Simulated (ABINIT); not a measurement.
# PbS (Pm-3m) in ABINIT: settings compared

The runs below take PbS through band structure, with LDA, PBEsol, r2SCAN, TB-mBJ.

Everything below comes from runs of ABINIT 10.8.3 (patched build). Logs are shortened: lines on timing, memory, paths and dates and some standing lists are left out, and cuts for length are marked. The log counts tension as positive stress, the text compression.

**1. The structure**

It takes space group Pm-3m (No. 221, cubic). Conventional cell: a = 3.654 Å, b = 3.654 Å, c = 3.654 Å, α = 90.00°, β = 90.00°, γ = 90.00°. Pb (site symmetry m-3m) is surrounded by 8 S at 3.16 Å. S (site symmetry m-3m) is surrounded by 8 Pb at 3.16 Å.

Measurements of this composition are mostly on another form, of space group No. 225.

**2. Band structure, LDA**

Contents of run.abi:

```
# Datasets: ground state, then fixed potential
ndtset 2

# Pseudopotentials
pp_dirpath "./"
pseudos "Pb.LDA_PW-JTH.xml, S.LDA_PW-JTH.xml"

# Structure
acell 3.653659 3.653659 3.653659 Angstrom
rprim
     1.0000000000     0.0000000000     0.0000000000
     0.0000000000     1.0000000000     0.0000000000
     0.0000000000     0.0000000000     1.0000000000
ntypat 2
znucl 82 16
natom 2
typat 1 2
xred
     0.0000000000     0.0000000000     0.0000000000
     0.5000000000     0.5000000000     0.5000000000

# Plane-wave basis
ecut 22.0
pawecutdg 44.0

# Exchange and correlation
ixc 7

# Bands and occupations
occopt 3
tsmear 0.05 eV

# SCF cycle
nstep 100

# Output
iomode 3
prtwf 0
prteig 0
prtebands 0
enunit 1
prtden1 1
prtvha1 1
prtvclmb1 1
prtpot1 1

# Dataset 1
kptopt1 1
ngkpt1 7 7 7
nshiftk1 1
shiftk1 0.0 0.0 0.0
nband1 14
tolvrs1 1.0e-9

# Dataset 2: bands along G-X-M-G-R-X
iscf2 -2
getden2 1
nband2 20
nbdbuf2 4
tolwfr2 1.0e-11
kptopt2 -5
ndivsm2 5
prteig2 1
kptbounds2
     0.0000000000     0.0000000000     0.0000000000
     0.0000000000     0.5000000000     0.0000000000
     0.5000000000     0.5000000000     0.0000000000
     0.0000000000     0.0000000000     0.0000000000
     0.5000000000     0.5000000000     0.5000000000
     0.0000000000     0.5000000000     0.0000000000
```

Potentials or basis: JTH PAW LDA v2.0.

On the command line:

```bash
abinit run.abi > log 2>&1
```

run.abo:

```text
.Version 10.8.3 of ABINIT
 DATASET    1 : space group Pm -3 m (#221); Bravais cP (primitive cubic)
================================================================================
 Values of the parameters that define the memory need for DATASET  1.
     intxc =       0    ionmov =       0      iscf =      17    lmnmax =      18
     lnmax =       6     mgfft =      30  mpssoang =       3    mqgrid =    3001
     natom =       2  nloc_mem =       2    nspden =       1   nspinor =       1
    nsppol =       1      nsym =      48    n1xccc =       1    ntypat =       2
    occopt =       3   xclevel =       1
       mpw =        1643          nfft =       27000          nkpt =          20
 PAW method is used; the additional fine FFT grid is defined by:
   mgfftf=        45    nfftf =     91125
================================================================================
================================================================================

 DATASET    2 : space group Pm -3 m (#221); Bravais cP (primitive cubic)
================================================================================
 Values of the parameters that define the memory need for DATASET  2.
     intxc =       0    ionmov =       0      iscf =      -2    lmnmax =      18
     lnmax =       6     mgfft =      30  mpssoang =       3    mqgrid =    3001
     natom =       2  nloc_mem =       2    nspden =       1   nspinor =       1
    nsppol =       1      nsym =      48    n1xccc =       1    ntypat =       2
    occopt =       3   xclevel =       1
       mpw =        1642          nfft =       27000          nkpt =          34
 PAW method is used; the additional fine FFT grid is defined by:
   mgfftf=        45    nfftf =     91125
================================================================================
================================================================================

--------------------------------------------------------------------------------
------------- Echo of variables that govern the present computation ------------
--------------------------------------------------------------------------------
 -outvars: echo values of preprocessed input variables --------
            acell      6.9044148675E+00  6.9044148675E+00  6.9044148675E+00 Bohr
              amu      2.07200000E+02  3.20660000E+01
             ecut      2.20000000E+01 Hartree
           enunit           1
           getden1          0
           getden2          1
             iscf1         17
             iscf2         -2
              ixc           7
           jdtset        1    2
           kptopt1          1
           kptopt2         -5
         kptrlatt        7    0    0      0    7    0      0    0    7
          kptrlen1     4.83309041E+01
          kptrlen2     3.00000000E+01
            natom           2
            nband1         14
            nband2         20
           nbdbuf1          0
           nbdbuf2          4
           ndtset           2
           ndivsm1          0
           ndivsm2          5
            ngfft          30      30      30
          ngfftdg          45      45      45
             nkpt1         20
             nkpt2         34
            nstep         100
             nsym          48
           ntypat           2
           occopt           3
        pawecutdg      4.40000000E+01 Hartree
        prtebands           0
           prteig1          0
           prteig2          1
           prtpot1          1
           prtpot2          0
         prtvclmb1          1
         prtvclmb2          0
           prtvha1          1
           prtvha2          0
            prtwf           0
           shiftk1     0.00000000E+00  0.00000000E+00  0.00000000E+00
           shiftk2     5.00000000E-01  5.00000000E-01  5.00000000E-01
          spgroup         221
           tolvrs1     1.00000000E-09
           tolvrs2     0.00000000E+00
           tolwfr1     0.00000000E+00
           tolwfr2     1.00000000E-11
           tsmear      1.83746611E-03 Hartree
            typat      1  2
           useylm           1
           xangst      0.0000000000E+00  0.0000000000E+00  0.0000000000E+00
[... 242 lines left out ...]

 Fine grid specifications (used for densities):

 getcut: wavevector=  0.0000  0.0000  0.0000  ngfft=  45  45  45
         ecut(hartree)=     44.000   => boxcut(ratio)=   2.13420
--------------------------------------------------------------------------------

================================================================================
 Non-SCF case, kpt    1 (  0.00000  0.00000  0.00000), residuals and eigenvalues=
  7.67E-12  7.02E-12  6.44E-12  7.17E-12  3.24E-12  5.64E-12  8.25E-12  6.87E-12
  3.92E-12  9.17E-12  3.35E-12  3.69E-12  2.03E-12  9.00E-12  4.67E-12  5.84E-12
  5.45E-12  3.86E-12  1.56E-11  1.16E-07
 -3.8586E-01 -3.8586E-01 -3.7804E-01 -3.7804E-01 -3.7804E-01 -2.5175E-01
 -1.9800E-02  1.7204E-01  1.7204E-01  1.7204E-01  4.3074E-01  4.3074E-01
  4.6545E-01  4.6545E-01  4.6545E-01  6.9214E-01  6.9468E-01  6.9468E-01
  6.9468E-01  7.7818E-01
 Non-SCF case, kpt    2 (  0.00000  0.10000  0.00000), residuals and eigenvalues=
  7.43E-12  9.71E-12  5.12E-12  9.96E-12  9.10E-12  6.10E-12  2.90E-12  4.45E-12
  6.52E-12  6.21E-12  6.04E-12  3.29E-12  6.17E-12  4.65E-12  4.53E-12  5.32E-12
[... 247 lines left out ...]
  5.27E-12  4.34E-12  4.02E-12  6.86E-12  4.49E-12  3.12E-12  2.69E-12  9.91E-12
  1.98E-11  8.13E-07  2.57E-05  8.41E-06
 -3.8504E-01 -3.8052E-01 -3.8035E-01 -3.7978E-01 -3.7803E-01 -2.0027E-01
 -1.0017E-01  1.8230E-01  2.0889E-01  2.1047E-01  2.7305E-01  3.5542E-01
  3.8974E-01  4.8549E-01  5.9125E-01  6.6276E-01  6.8952E-01  7.3972E-01
  7.6265E-01  7.6594E-01
 Non-SCF case, kpt   34 (  0.00000  0.50000  0.00000), residuals and eigenvalues=
  9.33E-12  9.09E-12  6.10E-12  8.33E-12  9.22E-12  1.96E-12  5.54E-12  2.83E-12
  5.01E-12  3.26E-12  8.29E-12  4.94E-12  2.93E-12  4.02E-12  3.55E-12  6.41E-12
  3.09E-09  1.49E-07  3.05E-07  1.35E-05
 -3.8548E-01 -3.8023E-01 -3.8023E-01 -3.8001E-01 -3.7783E-01 -2.0268E-01
 -1.0396E-01  2.1412E-01  2.1412E-01  2.2546E-01  2.3801E-01  3.7088E-01
  3.7088E-01  4.7453E-01  5.7012E-01  6.9388E-01  7.3453E-01  7.4387E-01
  7.5697E-01  7.5698E-01

--- !ResultsGS
iteration_state: {dtset: 2, }
comment   : Summary of ground state results
lattice_vectors:
- [  6.9044149,   0.0000000,   0.0000000, ]
- [  0.0000000,   6.9044149,   0.0000000, ]
- [  0.0000000,   0.0000000,   6.9044149, ]
lattice_lengths: [   6.90441,    6.90441,    6.90441, ]
lattice_angles: [ 90.000,  90.000,  90.000, ] # degrees, (23, 13, 12)
lattice_volume:   3.2913998E+02
convergence: {deltae:  0.000E+00, res2:  0.000E+00, residm:  9.956E-12, diffor:  0.000E+00, }
etotal    :  -7.17866930E+01
entropy   :   0.00000000E+00
fermie    :   2.27112128E-01
cartesian_stress_tensor: null
pressure_GPa: null
xred      :
- [  0.0000E+00,   0.0000E+00,   0.0000E+00, Pb]
- [  5.0000E-01,   5.0000E-01,   5.0000E-01,  S]
cartesian_forces: null
force_length_stats: {min: null, max: null, mean: null, }
...

 Integrated electronic density in atomic spheres:
 ------------------------------------------------
 Atom  Sphere_radius  Integrated_density
    1        2.40264         11.29956120
    2        1.90380          3.49362363

================================================================================

 ----iterations are completed or convergence reached----

 Mean square residual over all n,k,spin=   54.317E-13; max=  99.565E-13
 reduced coordinates (array xred) for    2 atoms
       0.000000000000      0.000000000000      0.000000000000
       0.500000000000      0.500000000000      0.500000000000

 cartesian coordinates (angstrom) at end:
    1      0.00000000000000     0.00000000000000     0.00000000000000
    2      1.82682950000000     1.82682950000000     1.82682950000000
 length scales=  6.904414867458  6.904414867458  6.904414867458 bohr
              =  3.653659000000  3.653659000000  3.653659000000 angstroms
 Eigenvalues (   eV  ) for nkpt=  34  k points:
 kpt#   1, nband= 20, wtk=  1.00000, kpt=  0.0000  0.0000  0.0000 (reduced coord)
 -10.49976  -10.49976  -10.28698  -10.28698  -10.28698   -6.85046   -0.53879    4.68155
   4.68155    4.68155   11.72115   11.72115   12.66550   12.66550   12.66550   18.83418
  18.90318   18.90318   18.90318   21.17539
 kpt#   2, nband= 20, wtk=  1.00000, kpt=  0.0000  0.1000  0.0000 (reduced coord)
 -10.49879  -10.48440  -10.29271  -10.29271  -10.28642   -6.76414   -0.71381    4.65272
   4.76589    4.76589   11.32168   11.79445   12.42118   12.42118   12.94283   18.75969
  18.75969   18.90191   19.38311   19.68896
 kpt#   3, nband= 20, wtk=  1.00000, kpt=  0.0000  0.2000  0.0000 (reduced coord)
 -10.49623  -10.44434  -10.30767  -10.30767  -10.28497   -6.51359   -1.20333    4.68241
   5.00406    5.00406   10.10275   11.78890   11.78890   12.00870   14.14149   18.15058
  18.76908   18.76908   18.89610   20.29228
 kpt#   4, nband= 20, wtk=  1.00000, kpt=  0.0000  0.3000  0.0000 (reduced coord)
 -10.49306  -10.39514  -10.32606  -10.32606  -10.28318   -6.13312   -1.88281    4.93523
   5.34477    5.34477    8.69671   11.00942   11.00942   12.34150   15.93444   16.85801
  18.88857   19.17059   19.17059   20.85099
 kpt#   5, nband= 20, wtk=  1.00000, kpt=  0.0000  0.4000  0.0000 (reduced coord)
[... 105 lines left out ...]
   4.15990    4.90017    7.77696    9.04596   11.50070   15.18010   15.64219   16.29160
  19.16321   20.77250   21.54496   21.58924
 kpt#  32, nband= 20, wtk=  1.00000, kpt=  0.1429  0.5000  0.1429 (reduced coord)
 -10.44316  -10.37397  -10.35946  -10.31789  -10.30227   -5.27173   -2.41899    4.03352
   4.92503    5.33003    8.52090    8.75938   11.52128   14.02294   16.49709   16.96529
  17.45666   20.32047   21.06656   21.13310
 kpt#  33, nband= 20, wtk=  1.00000, kpt=  0.0714  0.5000  0.0714 (reduced coord)
 -10.47742  -10.35445  -10.34988  -10.33435  -10.28665   -5.44957   -2.72578    4.96065
   5.68419    5.72730    7.43016    9.67135   10.60536   13.21073   16.08868   18.03475
  18.76292   20.12874   20.75280   20.84241
 kpt#  34, nband= 20, wtk=  1.00000, kpt=  0.0000  0.5000  0.0000 (reduced coord)
 -10.48951  -10.34648  -10.34648  -10.34051  -10.28118   -5.51509   -2.82903    5.82640
   5.82640    6.13519    6.47661   10.09206   10.09206   12.91252   15.51374   18.88142
  19.98758   20.24181   20.59821   20.59847

== END DATASET(S) ==============================================================
================================================================================

 -outvars: echo values of variables after computation  --------
            acell      6.9044148675E+00  6.9044148675E+00  6.9044148675E+00 Bohr
           etotal1    -7.1786693014E+01
            fcart1    -0.0000000000E+00 -0.0000000000E+00 -0.0000000000E+00
                      -0.0000000000E+00 -0.0000000000E+00 -0.0000000000E+00
           strten1     1.7776751876E-04  1.7776751876E-04  1.7776751876E-04
                       0.0000000000E+00  0.0000000000E+00  0.0000000000E+00
           xangst      0.0000000000E+00  0.0000000000E+00  0.0000000000E+00
                       1.8268295000E+00  1.8268295000E+00  1.8268295000E+00
             xred      0.0000000000E+00  0.0000000000E+00  0.0000000000E+00
                       5.0000000000E-01  5.0000000000E-01  5.0000000000E-01
 Calculation completed.
```

Wall time 29 s (1 thread of Arm Neoverse V2, shared host); peak memory 0.1 GiB.

Results:

```yaml
Free_energy: -1953.4154 eV
Pressure: -5.2 GPa
Band_gap_on_the_k_mesh: none (metal or under the smearing width)
Valence_electrons_inside_the_program's_atomic_spheres: Pb 11.30; S 3.49
```

Levels at the corners of the path, in eV from the Fermi level:
| point | band 7 | band 8 | band 9 | band 10 | band 11 | band 12 | band 13 | band 14 |
| --- | --- | --- | --- | --- | --- | --- | --- | --- |
| Γ | -6.72 | -1.50 | -1.50 | -1.50 | 5.54 | 5.54 | 6.49 | 6.49 |
| X | -9.01 | -0.35 | -0.35 | -0.04 | 0.30 | 3.91 | 3.91 | 6.73 |
| M | -7.29 | -4.37 | -4.37 | -0.16 | 4.20 | 4.20 | 5.86 | 7.22 |
| Γ | -6.72 | -1.50 | -1.50 | -1.50 | 5.54 | 5.54 | 6.49 | 6.49 |
| R | -6.01 | -2.26 | -2.26 | -2.26 | -0.48 | -0.48 | -0.48 | 13.69 |
| X | -9.01 | -0.35 | -0.35 | -0.04 | 0.30 | 3.91 | 3.91 | 6.73 |

Caveat: spin-orbit coupling is left out, which moves the levels of the heavy elements.

(Continued in part 2 of 2.)
